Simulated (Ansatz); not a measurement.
# Relaxation of GePt

Aim: in GePt, a database entry, slightly rescaled, relax the atoms in a fixed cell, then read levels, charges and fields where it ends.

Computed, not measured: Ansatz 0.2.0, DFT, r2SCAN, no spin polarisation, plane waves, PAW.

## (1) The cell

It takes space group Pnma (No. 62, orthorhombic). Conventional cell: a = 5.807 Å, b = 3.754 Å, c = 6.178 Å, α = 90.00°, β = 90.00°, γ = 90.00°. Around Pt (site symmetry m) lie 6 Ge at 2.52 to 2.70 Å. Around Ge (site symmetry m) lie 6 Pt at 2.52 to 2.70 Å.

Coordinates:

```cif
data_structure
_symmetry_space_group_name_H-M 'P 1'
_symmetry_Int_Tables_number 1
_cell_length_a 5.8070
_cell_length_b 3.7539
_cell_length_c 6.1776
_cell_angle_alpha 90.000
_cell_angle_beta 90.000
_cell_angle_gamma 90.000
_cell_volume 134.66
loop_
_atom_site_label
_atom_site_type_symbol
_atom_site_fract_x
_atom_site_fract_y
_atom_site_fract_z
_atom_site_occupancy
Pt1 Pt 0.99950 0.25000 0.19080 1
Pt2 Pt 0.50050 0.75000 0.69080 1
Pt3 Pt 0.49950 0.25000 0.30920 1
Pt4 Pt 0.00050 0.75000 0.80920 1
Ge1 Ge 0.18500 0.25000 0.59000 1
Ge2 Ge 0.31500 0.75000 0.09000 1
Ge3 Ge 0.68500 0.25000 0.91000 1
Ge4 Ge 0.81500 0.75000 0.41000 1
```

It starts from an earlier solution of the starting cell (checkpoint.read).

## (2) Relaxing

input.yaml reads:

```yaml
crystal:
  lattice:
    - [5.806996, 0.0, 0.0]
    - [0.0, 3.753884, 0.0]
    - [0.0, 0.0, 6.177612]
  atoms:
    - { symbol: Pt, position: [0.9995, 0.25, 0.1908] }
    - { symbol: Pt, position: [0.5005, 0.75, 0.6908] }
    - { symbol: Pt, position: [0.4995, 0.25, 0.3092] }
    - { symbol: Pt, position: [0.0005, 0.75, 0.8092] }
    - { symbol: Ge, position: [0.185, 0.25, 0.59] }
    - { symbol: Ge, position: [0.315, 0.75, 0.09] }
    - { symbol: Ge, position: [0.685, 0.25, 0.91] }
    - { symbol: Ge, position: [0.815, 0.75, 0.41] }
  symmetry: { tolerance: 0.0003 }
kpoints:
  mp_grid: { grid: [5, 7, 4], shift: [0, 0, 0] }
magnetization:
  spin_polarized: false
scf:
  occupations: { method: gaussian, width: 0.098 }
  lower_state_search: "off"
hamiltonian:
  pseudopotentials: { kind: paw }
  xc: r2scan
basis:
  ecutwfc: 500
  fft_grid_basis: typed
relax:
  max_steps: 40
  f_tol: 0.03
output:
  forces: true
  stress: true
  eigenvalues: true
  bader: true
  populations: true
  elf: true
  write_potential: true
  volumetric_format: npy
  dos:
    e_range: [-12, 8]
    de: 0.05
    projected: { site_lists: { Ge: [Ge], Pt: [Pt] } }
checkpoint:
  read: saved_state
```

On the command line:

```
$ ansatz run input.yaml --threads 2 --pin off --max-ram 2560MiB --backend cpu --events-out ev --progress --plain --runs-dir out
```

Standard output, cut to the lines that bear on the results:

```text
Warning: output.stress: scf.convergence.dr2_threshold = 1e-7 eV (the SCF's general default) is looser than the 8e-10 eV advised for a printed stress (1e-10 eV for each atom of the cell: 8). What an SCF threshold leaves in a stress goes as its square root, and in the free energy as the [...]
Warning: RAYON_NUM_THREADS=2 ignored (pool sized by the plan → 2); use --threads N
[...]
Pseudopotentials: kind: paw
Pseudopotential: Pt, paw, valence charge 18, recommended cutoff 500 eV (meta_gga), Pt.paw.azcp
Pseudopotential: Ge, paw, valence charge 14, recommended cutoff 500 eV (meta_gga), Ge.paw.azcp
Functional definition: r2SCAN
[...]
Crystal: 8 atoms, lattice volume = 134.664 Å³
Basis set: ecut = 500 eV, 3423 PW (Γ), exchange–correlation on 180×120×192 points (64 copies of the dense FFT grid, shifted against one another)
Bands: 77, of which v1, the nominal top of the filled ones, is band 64 counted from 1 (63 counted from 0)
Symmetry: 8 space group operations
Space group: Pnma (ITA 62), of the structure as read, at distance tolerance 1.5e-3 Å
k-points: 36 of 140
[...]
SCF iter   1: F=-67362.498125 eV  HF=-67362.490227 eV  |F-HF|=7.90e-3  |Δ(HF+E_count)|=         —  Δρ=1.54e-3  dr2=1.21e-3  dr2_τ=2.27e-3  ethr=9.68e-7  ⟨swp⟩=3.0  Hψ=15887  notcnv=0
[...]
relax step   1: F+E_penalty+E_count = -67362.49873614 eV  Δ(F+E_penalty+E_count) = +0.000e0 eV  max|allowed force component| = 1.619e-1 eV/Å  Δτ_max = 0.0000 Å  (7 SCF iters, accepted)
[...]
relax step   2: F+E_penalty+E_count = -67362.51690795 eV  Δ(F+E_penalty+E_count) = -1.817e-2 eV  max|allowed force component| = 1.323e-1 eV/Å  Δτ_max = 0.0551 Å  (8 SCF iters, dr2 threshold 1.64e-6 eV, accepted)
[...]
relax step   3: F+E_penalty+E_count = -67362.52452042 eV  Δ(F+E_penalty+E_count) = -7.612e-3 eV  max|allowed force component| = 2.755e-2 eV/Å  Δτ_max = 0.0191 Å  (6 SCF iters, dr2 threshold 1.09e-6 eV, accepted)
[...]
SCF iter   1: F=-67362.524520 eV  HF=-67362.524521 eV  |F-HF|=1.81e-7  |Δ(HF+E_count)|=         —  Δρ=2.23e-5  dr2=6.91e-7  dr2_τ=2.91e-8  ethr=5.40e-10  ⟨swp⟩=1.0  Hψ=6840  notcnv=0
```

## (3) The output, continued: semilocal partner

Output, continued, cut to the lines that bear on the results:

```text
[...]
SCF iter   2: F=-67362.524521 eV  HF=-67362.524521 eV  |F-HF|=7.99e-9  |Δ(HF+E_count)|=   2.82e-8  Δρ=1.45e-5  dr2=3.02e-7  dr2_τ=1.29e-8  ethr=5.40e-10  ⟨swp⟩=2.0  Hψ=3261  notcnv=0
[...]
relax step   4: F+E_penalty+E_count = -67362.52452061 eV  Δ(F+E_penalty+E_count) = -1.839e-7 eV  max|allowed force component| = 2.768e-2 eV/Å  Δτ_max = 0.0000 Å  (3 SCF iters, accepted)
[...]
SCF iter   2: F=-67362.524521 eV  HF=-67362.524521 eV  |F-HF|=3.32e-9  |Δ(HF+E_count)|=   2.10e-9  Δρ=3.63e-6  dr2=2.11e-8  dr2_τ=6.40e-10  ethr=3.66e-11  ⟨swp⟩=7.0  Hψ=14536  notcnv=0
[...]
SCF converged after 2 iterations
Free energy (F): -67362.524521 eV
[...]
E sigma→0 (E₀):  -67362.520110 eV
Entropy (-TS):   -0.008822 eV (-1.103 meV/atom)
Fermi energy:    16.821298 eV
[...]
--- Forces (eV/Å), atoms counted from 1 ---
  atom   1  Pt    -0.02770377    -0.00000000    -0.02528348
[...]
    - { symbol: Ge, position: [0.31027003389503066, 0.7499999999999999, 0.08781198503160753] }
    - { symbol: Ge, position: [0.6897299661049695, 0.24999999999999997, 0.9121880149683925] }
    - { symbol: Ge, position: [0.8102700338950306, 0.7499999999999999, 0.41218801496839247] }
--- Löwdin populations: 8 sites ---
  site symbol       q [e]
     0     Pt     17.6399
     1     Pt     17.6399
     2     Pt     17.6399
     3     Pt     17.6399
     4     Ge     14.2217
     5     Ge     14.2217
     6     Ge     14.2217
     7     Ge     14.2217
  spilling = 0.004327 (of n_electrons = 128.000000)
--- Bader charges: 8 sites ---
  site symbol  charge [e]  shift [e]
     0     Pt     -0.6174     0.0018
     1     Pt     -0.6174     0.0018
     2     Pt     -0.6174     0.0018
     3     Pt     -0.6174     0.0018
     4     Ge      0.6174     0.0018
     5     Ge      0.6174     0.0018
     6     Ge      0.6174     0.0018
     7     Ge      0.6174     0.0018
  estimated error of the sums over rays = 4.4e-4 e
```

Run time: 1.7 min. Hardware: 2 threads of an x86-64 CPU, shared host; peak memory 1.2 GiB.

Relaxation path:

| step | energy from step 1 (eV/cell) | largest force component (eV/Å) |
| --- | --- | --- |
| 1 | 0.0000 | 0.1619 |
| 2 | -0.0182 | 0.1323 |
| 3 | -0.0258 | 0.0275 |
| 4 | -0.0258 | 0.0277 |

Step 1 is the start. Step 4 solves the same geometry again.

The largest move, 0.04 Å, is shared by several atoms, Pt3 among them.

## (4) Density of states

States per cell by energy window, from dos.tsv and pdos.tsv (tetrahedra; eV from the Fermi level):

| from | to | total | Ge s | Ge p | Pt s | Pt d |
| --- | --- | --- | --- | --- | --- | --- |
| -8.0 | -7.0 | 1.05 | 0.05 | 0.43 | 0.19 | 0.38 |
| -7.0 | -6.0 | 5.17 | 0.19 | 1.93 | 0.53 | 2.48 |
| -6.0 | -5.0 | 9.49 | 0.14 | 1.81 | 0.26 | 7.21 |
| -5.0 | -4.0 | 9.29 | 0.15 | 1.40 | 0.15 | 7.50 |
| -4.0 | -3.0 | 10.84 | 0.13 | 1.20 | 0.21 | 9.18 |
| -3.0 | -2.0 | 6.02 | 0.17 | 0.75 | 0.14 | 4.86 |
| -2.0 | -1.0 | 3.93 | 0.29 | 1.45 | 0.11 | 1.92 |
| -1.0 | 0.0 | 2.09 | 0.24 | 0.71 | 0.09 | 0.99 |
| 0.0 | 1.0 | 2.71 | 0.47 | 0.99 | 0.15 | 1.00 |
| 1.0 | 2.0 | 3.17 | 0.47 | 1.44 | 0.27 | 0.85 |
| 2.0 | 3.0 | 3.33 | 0.33 | 1.79 | 0.37 | 0.65 |
| 3.0 | 4.0 | 3.42 | 0.20 | 2.00 | 0.45 | 0.52 |
| 4.0 | 5.0 | 3.52 | 0.09 | 2.17 | 0.48 | 0.44 |

## (5) Charges

By element, from the tables in the log (a charge is positive for electrons lost): Löwdin charges also hold the electrons that the projection spills.

| element | atoms | Bader charge (e) | Bader volume (Å³) | Löwdin charge (e) |
| --- | --- | --- | --- | --- |
| Pt | 4 | -0.62 | 19.6 | +0.36 |
| Ge | 4 | +0.62 | 14.1 | -0.22 |

Löwdin charges rest on a small set of atomic orbitals that misses 0.4 % of the electrons, so they need not add up to the cell's charge and can differ from Bader's even in sign.

## (6) Real-space fields

Maps in the plane spanned by a and c at height 0.750 along b (axes of the input's cell), one cell: a runs left to right (18 points from zero), c bottom to top (19 points), 90° apart. These are the smooth PAW fields, not the true ones near the nuclei.

Valence density. Ten steps from '0' (0.04 e/Å³) to '9' (44.40 e/Å³), finer at the low end (step k begins (100^(k/10) - 1)/99 of the way up):
```
321111111000000012
553111111110000135
664210112221000246
765210124553101246
664110146664210135
432100246765210123
111000145664210111
100000123432111111
000000011111112211
000000000001136631
000000000000149952
000000000000147841
000000000000123321
000000000000001110
000012211000000000
000125531000000000
000149952000000000
001148851000000000
111124421000000000
```

ELF. Ten even steps from '0' (0.01) to '9' (0.69):
```
644665556532112346
986466665443323469
998444434554333489
998533358986333489
997433379998433369
775333489998533346
443323479997455554
543223457864566666
531112344434654455
420000122336530024
420000011246510004
520000111135420015
521112332124443345
321344554212444555
223444455421134443
124431035520001111
235410014520000011
246520014420000112
335642245521001233
```

Atoms within 0.2 Å of the plane, in fractions of a and c: Pt at (0.50, 0.70), Pt at (0.00, 0.80), Ge at (0.31, 0.09), Ge at (0.81, 0.41).

Scans along the contacts give these minima of the density:

| contact | length (Å) | minimum at (fraction) | density (e/Å³) | ELF |
| --- | --- | --- | --- | --- |
| Pt1–Ge7 | 2.496 | 0.55 | 0.499 | 0.46 |

## (7) Summary of results

| quantity | value |
| --- | --- |
| moves | 2 |
| energy gained | 3.2 meV/atom |
| largest move | 0.04 Å (Pt) |
| space group (0.01 Å), before / after | Pnma / Pnma |
| pressure left in the fixed cell | -3.7 GPa |
| character | metal |
| density of states, mean within 0.25 eV of the Fermi level | 1.8 per eV per cell |
| Bader charges | Pt -0.62, Ge +0.62 e |

In words: In the fixed cell the largest move of an atom is 0.04 Å; the energy fell by 3.2 meV per atom. The fixed cell still holds a mean pressure of -3.7 GPa, so it would shrink if let free. With 8 symmetry operations imposed, the end may be a saddle point towards distortions that break them. The cell is metallic; within 0.25 eV of the Fermi level the density of states averages 1.8 per eV per cell, mostly Pt d (43 %), Ge p (34 %) and Ge s (16 %). By Bader's partition Ge gives up most (+0.62 e) and Pt takes most (-0.62 e).

Keep in mind: the SCF threshold is loose for a stress.
